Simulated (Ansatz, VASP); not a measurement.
One calculation of WSe2, two programs

INCAR

```
PREC = Accurate ; ENCUT = 520
EDIFF = 1E-7 ; ISMEAR = 0
SIGMA = 0.05 ; LREAL = F
LASPH = T ; NELM = 60
ALGO = Normal ; ISIF = 2
LWAVE = F ; LCHARG = F
GGA = PS ; NBANDS = 35
```

File KPOINTS:

```
Automatic mesh
0
Gamma
  9 9 2
```

POSCAR

```
WSe2
1.0
   -3.2711504052      0.0000000000      0.0000000000
   -1.6355752026     -2.8328993505      0.0000000000
    0.0000000000      0.0000000000     14.7206689562
W Se
2 4
Direct
    0.3333333333      0.3333333333      0.6735768426
    0.6666666667      0.6666666667      0.2245256142
    0.3333333333      0.3333333333      0.1108134324
    0.6666666667      0.6666666667      0.5598646608
    0.3333333333      0.3333333333      0.3382377960
    0.6666666667      0.6666666667      0.7872890245
```

Input for Ansatz:

```yaml
crystal:
  lattice:
    - [-3.2711504052, 0.0, 0.0]
    - [-1.6355752026, -2.8328993505, 0.0]
    - [0.0, 0.0, 14.7206689562]
  atoms:
    - { symbol: W, position: [0.3333333333, 0.3333333333, 0.6735768426] }
    - { symbol: W, position: [0.6666666667, 0.6666666667, 0.2245256142] }
    - { symbol: Se, position: [0.3333333333, 0.3333333333, 0.1108134324] }
    - { symbol: Se, position: [0.6666666667, 0.6666666667, 0.5598646608] }
    - { symbol: Se, position: [0.3333333333, 0.3333333333, 0.338237796] }
    - { symbol: Se, position: [0.6666666667, 0.6666666667, 0.7872890245] }
basis:
  ecutwfc: 420
kpoints:
  mp_grid: { grid: [9, 9, 2] }
hamiltonian:
  xc: pbesol
scf:
  occupations: { method: gaussian, width: 0.05 }
output:
  forces: true
  stress: true
  eigenvalues: true
```

Alike in both runs: task single point; functional PBEsol; k mesh 9 × 9 × 2; occupations gaussian, width 0.05 eV; no spin polarisation.

```csv
,VASP,Ansatz
version,VASP 6.6.1,Ansatz 0.2.0
potentials or method,"VASP PAW PBE potentials, release 64 (W_sv, Se)","scalar-relativistic, plane waves, PAW"
plane-wave cutoff (eV),520,420
valence electrons in the cell,52,92
```

Ansatz gave:

| Item | Value |
| --- | --- |
| gap on the k mesh at the Fermi level (eV) | 1.43 |
| least direct gap on the mesh (eV) | 1.64 |
| pressure (GPa) | -0.1 |
| largest component of the traceless stress (GPa) | 0.05 |
| rms of the force components (eV/Å) | 0.013 |

Q: What did VASP give for the same quantities?

A: gap on the k mesh at the Fermi level (eV): 1.42; least direct gap on the mesh (eV): 1.64; pressure (GPa): 0.3; largest component of the traceless stress (GPa): 0.03; rms of the force components (eV/Å): 0.029.

Atom by atom the forces differ by 0.029 eV/Å (rms over components). The two sets of potentials don't hold the same shells in valence.

Caveats: the PAW data sets were made with another functional, which shifts forces and pressure a little (VASP); spin-orbit coupling is left out, which moves the levels of the heavy elements; an odd mesh through Γ misses points on the zone boundary, where band edges often lie; this functional lacks dispersion, which binds the layers, so the pressure and a relaxed spacing across them are unreliable.
